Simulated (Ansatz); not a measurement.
Runs of Ansatz 0.2.0 on Si. The cell holds a sheet with vacuum, 1 atom: a = 2.399 Å, b = 2.418 Å, c = 23.800 Å, α = 90.00°, β = 90.00°, γ = 90.00°. The cell was built by a generator and needn't be a form met in nature.

```csv
task,level,cutoff (eV),basis error allowed,gap on the mesh (eV),work function (eV)
projected density of states,PBE,184,0.002 eV/atom,-,4.68
work function,PBEsol,184,0.002 eV/atom,none,(a)
single point,PBE,206,0.001 eV/atom,none,-
work function,PBE,184,0.002 eV/atom,none,4.68
work function,LDA,185,0.002 eV/atom,none,4.87
```

Alike in all rows: potentials or basis all-electron LAPW, scalar-relativistic; no spin polarisation; cell as given; k mesh 11 × 11 × 1; smearing fermi-dirac 0.05 eV.

Fill in the values left out.

(a) 4.75.

A gap of «none» marks a metal or a gap under the smearing width.
